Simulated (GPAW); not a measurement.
# W (Im-3m) in GPAW: further runs

One crystal, W, is run at these levels: PBE, LDA; tasks: single point.

All numbers are computed with GPAW 26.7.0; they aren't measurements. Logs are shortened: lines on timing, memory, paths and dates and some standing lists are left out, and cuts for length are marked. The log counts tension as positive stress, the text compression.

## (1) Starting point

The structure is cubic, space group Im-3m (No. 229). Conventional cell: a = 3.165 Å, b = 3.165 Å, c = 3.165 Å, α = 90.00°, β = 90.00°, γ = 90.00°. W (site symmetry m-3m) is surrounded by 8 W at 2.74 Å.

## (2) Single point, PBE

Contents of run.py:

```python
from ase.dft.bandgap import bandgap
from ase.io import read, write
from ase.units import GPa
from gpaw import GPAW, PW, setup_paths

setup_paths.insert(0, '.')

atoms = read('W.cif')

calc = GPAW(mode=PW(450),
            xc='PBE',
            kpts={'size': (9, 9, 9), 'gamma': True},
            occupations={'name': 'fermi-dirac', 'width': 0.05},
            nbands=16,
            maxiter=120,
            txt='gpaw.txt')
atoms.calc = calc
energy = atoms.get_potential_energy()
forces = atoms.get_forces()
stress = atoms.get_stress()
calc.write('gs.gpw')
write('result.traj', atoms)
print(f'Energy: {energy:.6f} eV')
print('Forces (eV/A):')
print(forces.round(4))
print('Stress (GPa):', (stress / GPa).round(3))
print('Fermi level:', round(calc.get_fermi_level(), 4), 'eV')
print(f'Gap: {bandgap(calc)[0]:.4f} eV, direct: {bandgap(calc, direct=True)[0]:.4f} eV')
```

Contents of W.cif:

```cif
data_W
_cell_length_a 2.74070194
_cell_length_b 2.74070194
_cell_length_c 2.74070194
_cell_angle_alpha 109.47122063
_cell_angle_beta 109.47122063
_cell_angle_gamma 109.47122063
_space_group_name_H-M_alt 'P1'
_space_group_name_Hall 'P 1'
_space_group_IT_number 1
loop_
_space_group_symop_operation_xyz
'x,y,z'
loop_
_atom_site_label
_atom_site_type_symbol
_atom_site_symmetry_multiplicity
_atom_site_Wyckoff_symbol
_atom_site_fract_x
_atom_site_fract_y
_atom_site_fract_z
_atom_site_occupancy
W1 W 1 a 0.0000000000 0.0000000000 0.0000000000 1
```

Potentials or basis: PAW data sets generated in the run's folder for this functional, pw.

Command:

```
$ gpaw-setup -f PBE W
$ OMP_NUM_THREADS=1 python run.py
```

gpaw.txt:

```text
__  _  _
 | _ |_)|_||  |
 |__||  | ||/\| - 26.7.0

Input parameters:
  mode=PW(ecut=450.00000000000006),
  kpts=MonkhorstPack(size=(9, 9, 9), gamma=True),
  maxiter=120,
  nbands=16,
  occupations=Occupations(name='fermi-dirac', width=0.05),
  xc=XC(name='PBE')

Diagonalizing LCAO Hamiltonian
Converting LCAO to pw mode

       W

Atoms  # Å, Bohr magnetons
|   | symbol |        x |        y |        z |    initial magnetic moments |
|---|--------|----------|----------|----------|-----------------------------|
| 0 |      W | 0.000000 | 0.000000 | 0.000000 | ( 0.0000,  0.0000,  0.0000) |

Unit cell  # Å
| periodic |         x |         y |        z |  lengths |     angles |
|----------|-----------|-----------|----------|----------|------------|
|      yes |  2.740702 |  0.000000 | 0.000000 | 2.740702 | 109.471221 |
|      yes | -0.913567 |  2.583959 | 0.000000 | 2.740702 | 109.471221 |
|      yes | -0.913567 | -1.291979 | 2.237774 | 2.740702 | 109.471221 |

Number of symmetries: 48
Symmetry operations  # r_c * U_cc + t_c -> r_c
|    | kind |            matrix            |
|----|------|------------------------------|
|  0 |  σ   |  1, 1, 1,  0, 0,-1,  0,-1, 0 |
|  1 |  C4  |  1, 1, 1,  0, 0,-1, -1, 0, 0 |
|  2 |  C2  |  1, 1, 1,  0,-1, 0,  0, 0,-1 |
|  3 |  S6  |  1, 1, 1,  0,-1, 0, -1, 0, 0 |
|  4 |  S6  |  1, 1, 1, -1, 0, 0,  0, 0,-1 |
|  5 |  C4  |  1, 1, 1, -1, 0, 0,  0,-1, 0 |
|  6 |  E   |  1, 0, 0,  0, 1, 0,  0, 0, 1 |
|  7 |  σ   |  1, 0, 0,  0, 1, 0, -1,-1,-1 |
|  8 |  σ   |  1, 0, 0,  0, 0, 1,  0, 1, 0 |
|  9 |  C3  |  1, 0, 0,  0, 0, 1, -1,-1,-1 |
| 10 |  C3  |  1, 0, 0, -1,-1,-1,  0, 1, 0 |
| 11 |  σ   |  1, 0, 0, -1,-1,-1,  0, 0, 1 |
| 12 |  σ   |  0, 1, 0,  1, 0, 0,  0, 0, 1 |
| 13 |  C2  |  0, 1, 0,  1, 0, 0, -1,-1,-1 |
| 14 |  C3  |  0, 1, 0,  0, 0, 1,  1, 0, 0 |
| 15 |  S4  |  0, 1, 0,  0, 0, 1, -1,-1,-1 |
| 16 |  S4  |  0, 1, 0, -1,-1,-1,  1, 0, 0 |
| 17 |  C3  |  0, 1, 0, -1,-1,-1,  0, 0, 1 |
| 18 |  C3  |  0, 0, 1,  1, 0, 0,  0, 1, 0 |
| 19 |  S4  |  0, 0, 1,  1, 0, 0, -1,-1,-1 |
| 20 |  σ   |  0, 0, 1,  0, 1, 0,  1, 0, 0 |
| 21 |  C3  |  0, 0, 1,  0, 1, 0, -1,-1,-1 |
| 22 |  C2  |  0, 0, 1, -1,-1,-1,  1, 0, 0 |
| 23 |  S4  |  0, 0, 1, -1,-1,-1,  0, 1, 0 |
| 24 |  C4  |  0, 0,-1,  1, 1, 1,  0,-1, 0 |
| 25 |  σ   |  0, 0,-1,  1, 1, 1, -1, 0, 0 |
| 26 |  S6  |  0, 0,-1,  0,-1, 0,  1, 1, 1 |
| 27 |  C2  |  0, 0,-1,  0,-1, 0, -1, 0, 0 |
| 28 |  C4  |  0, 0,-1, -1, 0, 0,  1, 1, 1 |
| 29 |  S6  |  0, 0,-1, -1, 0, 0,  0,-1, 0 |
| 30 |  S6  |  0,-1, 0,  1, 1, 1,  0, 0,-1 |
| 31 |  C4  |  0,-1, 0,  1, 1, 1, -1, 0, 0 |
| 32 |  C4  |  0,-1, 0,  0, 0,-1,  1, 1, 1 |
| 33 |  S6  |  0,-1, 0,  0, 0,-1, -1, 0, 0 |
| 34 |  σ   |  0,-1, 0, -1, 0, 0,  1, 1, 1 |
| 35 |  C2  |  0,-1, 0, -1, 0, 0,  0, 0,-1 |
| 36 |  C2  | -1, 0, 0,  1, 1, 1,  0, 0,-1 |
| 37 |  S6  | -1, 0, 0,  1, 1, 1,  0,-1, 0 |
| 38 |  S6  | -1, 0, 0,  0, 0,-1,  1, 1, 1 |
| 39 |  C2  | -1, 0, 0,  0, 0,-1,  0,-1, 0 |
| 40 |  C2  | -1, 0, 0,  0,-1, 0,  1, 1, 1 |
| 41 |  i   | -1, 0, 0,  0,-1, 0,  0, 0,-1 |
| 42 |  S4  | -1,-1,-1,  1, 0, 0,  0, 1, 0 |
| 43 |  C3  | -1,-1,-1,  1, 0, 0,  0, 0, 1 |
| 44 |  C3  | -1,-1,-1,  0, 1, 0,  1, 0, 0 |
| 45 |  σ   | -1,-1,-1,  0, 1, 0,  0, 0, 1 |
| 46 |  S4  | -1,-1,-1,  0, 0, 1,  1, 0, 0 |
| 47 |  C2  | -1,-1,-1,  0, 0, 1,  0, 1, 0 |

BZ-sampling:
  Number of BZ points: 729
  Number of IBZ points: 35

  Monkhorst-Pack size: [9, 9, 9]
  Monkhorst-Pack shift: [0, 0, 0]

K-points  # in reciprocal-cell coordinates
|     |                                coordinates |     weight |
|-----|--------------------------------------------|------------|
|   0 | (  0.00000000,   0.00000000,   0.00000000) | 0.00137174 |
|   1 | (  0.11111111,   0.00000000,   0.00000000) | 0.01646091 |
|   2 | (  0.11111111,   0.11111111,  -0.11111111) | 0.00823045 |
|   3 | (  0.22222222,   0.00000000,  -0.11111111) | 0.03292181 |
|   4 | (  0.22222222,   0.00000000,   0.00000000) | 0.01646091 |
|   5 | (  0.22222222,   0.11111111,  -0.11111111) | 0.03292181 |
|   6 | (  0.22222222,   0.22222222,  -0.22222222) | 0.00823045 |
|   7 | (  0.33333333,  -0.11111111,  -0.11111111) | 0.01097394 |
|   8 | (  0.33333333,   0.00000000,  -0.11111111) | 0.06584362 |
|   9 | (  0.33333333,   0.00000000,   0.00000000) | 0.01646091 |
| ... |                                            |            |
|  34 | (  0.44444444,   0.44444444,   0.44444444) | 0.01097394 |

Plane wave coefficients: 366
Cutoff: 450.00000000000006 eV

Spin-components: 1 (collinear spins)
Bands:           16
Projectors:      6
Spin-degeneracy: 2
Datatype:        complex128

Parallelization:
  kpt:    1
  domain: 1
  band:   1

Density:
  Valence electrons: 14.0
  Components: 1
  Grid points: [14 14 14]
  Charge: 0.0  # |e|

Potential:
  Grid points: [14 14 14]

species:
  W:
    name:    Tungsten
    Z:       74.0
    valence: 14
    core:    60
    charge:  0.0  # [|e|]
    compensation charges:
      type: gauss
      rc: 0.40  # [Å]
      lmax: 2
    cutoffs:
      filter: 2.36  # [Å]
      core: 3.02  # [Å]
    projectors
    | kind |    occ | energy [eV] | rcut [Å] |
    |------|--------|-------------|----------|
    |   5s |  2.000 |     -78.830 |    1.344 |
    |   6s |  2.000 |      -5.697 |    1.344 |
    |   5p |  6.000 |     -43.233 |    1.355 |
    |   6p |  0.000 |      -1.367 |    1.355 |
    |   5d |  4.000 |      -4.494 |    1.228 |
    |    d |        |      22.717 |    1.228 |

    Using partial waves for W as LCAO basis

Reference energy: -438771.674118  # eV

eigensolver:
  PPCG
  Converge bands: occupied
  niter=2

density mixing:
  MSR1-Mixer
  Pratt-step length: 0.05
  Maximum mixing coefficient: 0.75
  Old densities: 10
  SVD Regularization: 0.005
  Good broyden scale: 1.0
  Trust region scale: 1.0
  Backstep threshold: 4.0
  History deletion threshold: 6.0
  Fourier metric: weight=20.0, sigma=0.015

occupation numbers:
  Fermi-Dirac:
    width: 0.0500  # eV

poisson solver:
  ecut: 3600.0000000000005  # eV

xc functional:
  name: PBE with 2 nearest neighbor stencil

convergence criteria:
- Maximum [total energy] change in last 3 cyles: 0.0005 eV / valence electron
- Maximum integral of absolute [dens]ity change: 0.0001 electrons / valence electron
- Maximum integral of absolute [eigenst]ate change: 4e-08 eV^2 / valence electron
maximum number of iterations: 120

SCF iterations
|iter     | |      energy | eigst |  dens |
|---------|-|-------------|-------|-------|
|iter:   1| |  -11.808812 | -0.20 |       |
|iter:   2| |  -11.769641 | -3.33 | -1.22 |
|iter:   3| |  -11.577356 | -2.23 | -1.25 |
|iter:   4| |  -11.580697 | -3.89 | -1.96 |
|iter:   5| |  -11.581833c| -4.85 | -2.33 |
|iter:   6| |  -11.581835c| -7.20 | -3.86 |
|iter:   7| |  -11.581835c| -8.06c| -4.23c|

Converged in 7 steps
Energy contributions relative to reference atoms: (reference = -438771.674118)

Energy contributions:
  Kinetic:           7.749551
  Coulomb:          -9.334420
  Zero:             -0.006314
  External:          0.000000
  Xc:               -9.986427
  Entropy:          -0.008450
  Spinorbit:         0.000000
  ----------------------------
  Free energy:     -11.586060
  Extrapolated:    -11.581835

dipole moment: (-3.408752, -4.820703, -8.349702)  # |e|*Ang

Fermi level: 14.689
Eigenvalues  # (at kpt = [0.000, 0.000, 0.000])
| band index |      eig [eV] | occ [0-2] |
|------------|---------------|-----------|
|          0 |       -59.340 |     2.000 |
|          1 |       -23.170 |     2.000 |
|          2 |       -23.170 |     2.000 |
|          3 |       -23.170 |     2.000 |
|          4 |         5.046 |     2.000 |
|          5 |        13.404 |     2.000 |
|          6 |        13.404 |     2.000 |
|          7 |        13.404 |     2.000 |
|          8 |        16.874 |     0.000 |
|          9 |        16.874 |     0.000 |
|         10 |        29.417 |     0.000 |
|         11 |        29.417 |     0.000 |
|         12 |        29.417 |     0.000 |
|         13 |        41.425 |     0.000 |
|         14 |        41.425 |     0.000 |
|         15 |        44.587 |     0.000 |

No gap
No difference between direct/indirect transitions

Forces  # eV/Ang
|        x |        y |       z |
|----------|----------|---------|
| -0.00000 | -0.00000 | 0.00000 |  # W    0

Stress tensor  # eV/Ang^3
|         x |         y |         z |
|-----------|-----------|-----------|
| -0.030257 |  0.000000 |  0.000000 |
|  0.000000 | -0.030257 |  0.000000 |
|  0.000000 |  0.000000 | -0.030257 |

# Writing to gs.gpw (mode='')
```

It took 6.2 s on 1 thread of Arm Neoverse V2, shared host; peak memory 0.13 GiB.

What came out:

```yaml
Free_energy: -11.5861 eV
Pressure: 4.8 GPa
Band_gap_on_the_k_mesh: none (metal or under the smearing width)
```

Caveat: the cutoff is short for stress and forces, so pressures can be off by a GPa or more. Spin-orbit coupling is left out, which matters for the levels of W.

## (3) Single point, LDA

run.py, as its differences from that of step 2:

```diff
@@ -1,15 +1,20 @@
 from ase.dft.bandgap import bandgap
-from ase.io import read, write
+from ase.io import write
+from ase.spacegroup import crystal
 from ase.units import GPa
-from gpaw import GPAW, PW, setup_paths
+from gpaw import GPAW, PW
 
-setup_paths.insert(0, '.')
+# W 2a
+atoms = crystal(['W'],
+                basis=[[0.0, 0.0, 0.0]],
+                spacegroup=229, setting=1,  # Im-3m
+                cellpar=[3.16469, 3.16469, 3.16469, 90.0, 90.0, 90.0],
+                primitive_cell=True)
 
-atoms = read('W.cif')
-
-calc = GPAW(mode=PW(450),
-            xc='PBE',
+calc = GPAW(mode=PW(400),
+            xc='LDA',
             kpts={'size': (9, 9, 9), 'gamma': True},
             occupations={'name': 'fermi-dirac', 'width': 0.05},
-            nbands=16,
+            setups={'W': '6'},
+            nbands=-9,
             maxiter=120,
```

Potentials or basis: the program's PAW data sets (release 1.2.1) made for this functional, other valence, pw.

Command:

```
$ OMP_NUM_THREADS=1 python run.py
```

Wall time 4.5 s (1 thread of Arm Neoverse V1, shared host); peak memory 0.12 GiB.

These settings aren't checked as converged: the numbers below hold their error.

What came out:

| Quantity | Value |
| --- | --- |
| Free energy | -12.4429 eV |
| Pressure | -1.6 GPa |
| Band gap on the k mesh | none (metal or under the smearing width) |

Caveat: the cutoff is short for stress and forces, so pressures can be off by a GPa or more.
